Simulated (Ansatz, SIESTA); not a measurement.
Given: the input of a run of Ansatz 0.2.0 on AlN. 

File input.yaml:

```yaml
crystal:
  lattice:
    - [3.113, 0.0, 0.0]
    - [-1.5565, 2.695937082, 0.0]
    - [0.0, 0.0, 4.981]
  atoms:
    - { symbol: Al, position: [0.6666666667, 0.3333333333, 0.5] }
    - { symbol: Al, position: [0.3333333333, 0.6666666667, 0.0] }
    - { symbol: "N", position: [0.6666666667, 0.3333333333, 0.88] }
    - { symbol: "N", position: [0.3333333333, 0.6666666667, 0.38] }
hamiltonian:
  xc: pbe
  pseudopotentials: { kind: paw }
kpoints:
  mp_grid: { grid: [10, 10, 6] }
scf:
  occupations: { method: fermi_dirac, width: 0.05 }
output:
  forces: true
  stress: true
relax:
  f_tol: 0.01
  max_steps: 40
  cell: { stress_tol: 0.05 }
```

Potentials or basis: Ansatz PAW.

Launch:

```console
$ ansatz run input.yaml --threads 2 --pin off --max-ram 5632MiB --backend cpu --events-out ev --progress --plain --runs-dir out
```

Translate it to SIESTA 5.4.2. Potentials or basis there: files PseudoDojo sr-pbe-0.4.1-standard, DZP (energy shift 0.01 Ry).

As run (cutoffs and basis follow the program's own potentials, and thresholds, step limits or extra output files can differ):

AlN.fdf

```
SystemName                      AlN
SystemLabel                     AlN
NumberOfSpecies                 2
NumberOfAtoms                   4
%block ChemicalSpeciesLabel
  1  13 Al
  2   7 N
%endblock ChemicalSpeciesLabel

LatticeConstant                 1.0 Ang
%block LatticeVectors
     3.1130000000     0.0000000000     0.0000000000
    -1.5565000000     2.6959370820     0.0000000000
     0.0000000000     0.0000000000     4.9810000000
%endblock LatticeVectors
AtomicCoordinatesFormat         Fractional
%block AtomicCoordinatesAndAtomicSpecies
     0.6666666667     0.3333333333     0.5000000000  1  Al
     0.3333333333     0.6666666667     0.0000000000  1  Al
     0.6666666667     0.3333333333     0.8800000000  2  N
     0.3333333333     0.6666666667     0.3800000000  2  N
%endblock AtomicCoordinatesAndAtomicSpecies

%block kgrid.MonkhorstPack
   10   0   0  0.0
    0  10   0  0.0
    0   0   6  0.0
%endblock kgrid.MonkhorstPack
XC.Functional                   GGA
XC.Authors                      PBE
PAO.BasisSize                   DZP
PAO.EnergyShift                 0.01 Ry
Mesh.Cutoff                     800 Ry
OccupationFunction              FD
ElectronicTemperature           0.05 eV
MaxSCFIterations                120
SCF.MustConverge                false
SCF.Mixer.Method                Pulay
SCF.Mixer.Weight                0.25
SCF.Mixer.History               8
SCF.DM.Tolerance                5.0e-05
SCF.H.Tolerance                 1.0e-03 eV
WriteForces                     true
Charge.Mulliken                 end
MD.TypeOfRun                    Broyden
MD.Steps                        40
MD.MaxForceTol                  0.04 eV/Ang
MD.MaxDispl                     0.1 Ang
WriteCoorStep                   true
AtomCoorFormatOut               Fractional
MD.VariableCell                 true
MD.MaxStressTol                 0.1 GPa
```

Potentials or basis: PseudoDojo 0.4 standard (PBE files), converted to PSML, DZP (energy shift 0.01 Ry).

Run with:

```sh
$ siesta < AlN.fdf > AlN.out 2>&1
```

Both were run:

|  | Ansatz | SIESTA |
| --- | --- | --- |
| Relaxed volume | 10.65 Å³/atom | 10.74 Å³/atom |
| Relaxed cell | a = 3.130 Å, b = 3.130 Å, c = 5.018 Å, α = 90.00°, β = 90.00°, γ = 120.00° | a = 3.138 Å, b = 3.138 Å, c = 5.036 Å, α = 90.00°, β = 90.00°, γ = 120.00° |
| Space group after relaxing | P6_3mc (No. 186) | P6_3mc (No. 186) |
| Pressure after relaxing | 0.0 GPa | 0.0 GPa |

Ansatz's pressure holds a Pulay term of +0.49 GPa for its cutoff of 420 eV, which the other run lacks.

Where Ansatz's input types no cutoff or centring, it takes its own default and a Γ-centred mesh.

Pressure is positive in compression.
